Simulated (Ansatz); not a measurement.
Mg:

```
Mg
1.0
     3.17683    0.00000    0.00000
    -1.58841    2.75121    0.00000
     0.00000    0.00000   10.31886
Mg
4
Direct
  0.66667 0.33333 0.75000
  0.00000 0.00000 0.50000
  0.33333 0.66667 0.25000
  0.00000 0.00000 0.00000
```

| Quantity | Value |
| --- | --- |
| Program | Ansatz 0.2.0 |
| Task | relaxation of cell and atoms |
| Functional | PBEsol |
| Dispersion | D3(BJ)-ATM |
| Potentials or basis | Ansatz PAW |
| Cutoff | 420 eV (not typed: the program's choice for these potentials) |
| k mesh | 10 × 10 × 3 |
| Occupations | fermi-dirac, width 0.05 eV |
| Spin | no spin polarisation |

At the start: volume 22.55 Å³/atom.

Problem. How do energy, volume and symmetry change on relaxing?

Solution. It ends after 4 steps and the volume is 21.61 Å³/atom (-4.2 %); space group P6_3/mmc (No. 194, to 0.05 Å).

Step by step:
```tsv
step	energy change (eV)	largest force (eV/Å)	volume (Å³)
1	0.0000	0.0000	90.19
2	-0.0214	0.0000	86.79
3	-0.0217	0.0000	86.43
4	-0.0217	0.0000	86.43
```

Final structure:
```
CELL_PARAMETERS angstrom
3.11609 0.00000 0.00000
-1.55805 2.69861 0.00000
0.00000 0.00000 10.27867
ATOMIC_POSITIONS crystal
Mg 0.66667 0.33333 0.75000
Mg 0.00000 0.00000 0.50000
Mg 0.33333 0.66667 0.25000
Mg 0.00000 0.00000 0.00000
```

Caveat: the plane-wave basis is chosen anew once the cell has moved, so the energies of steps on either side of that aren't comparable; pairwise dispersion overbinds metals, which lowers pressure and volume; the PAW data sets come from PBE, with cores solved anew for the run's functional, which leaves a small shift of forces and pressure.
